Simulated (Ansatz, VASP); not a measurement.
## One calculation of Al, two programs

```xyz
1
Lattice="0.0000 2.0248 2.0248 2.0248 0.0000 2.0248 2.0248 2.0248 0.0000" Properties=species:S:1:pos:R:3 pbc="T T T"
Al    0.0000    0.0000    0.0000
```

Alike in both runs: task single point; functional PBE; dispersion D3(BJ); k mesh 8 × 8 × 8; occupations gaussian, width 0.1 eV; no spin polarisation.

|  | VASP | Ansatz |
| --- | --- | --- |
| version | VASP 6.6.1 | Ansatz 0.2.0 |
| potentials or method | VASP PAW PBE potentials, release 64 (Al) | scalar-relativistic, plane waves, PAW |
| plane-wave cutoff (eV) | 520 | 420 |
| valence electrons in the cell | 3 | 3 |

|  | VASP | Ansatz | Ansatz less VASP |
| --- | --- | --- | --- |
| gap on the k mesh at the Fermi level (eV) | none | none | - |
| pressure (GPa) | -3.8 | -3.8 | +0.04 |

A gap of «none» marks a metal or a gap that the smearing closes.

Caveats: pairwise dispersion overbinds metals, which lowers pressure and volume.
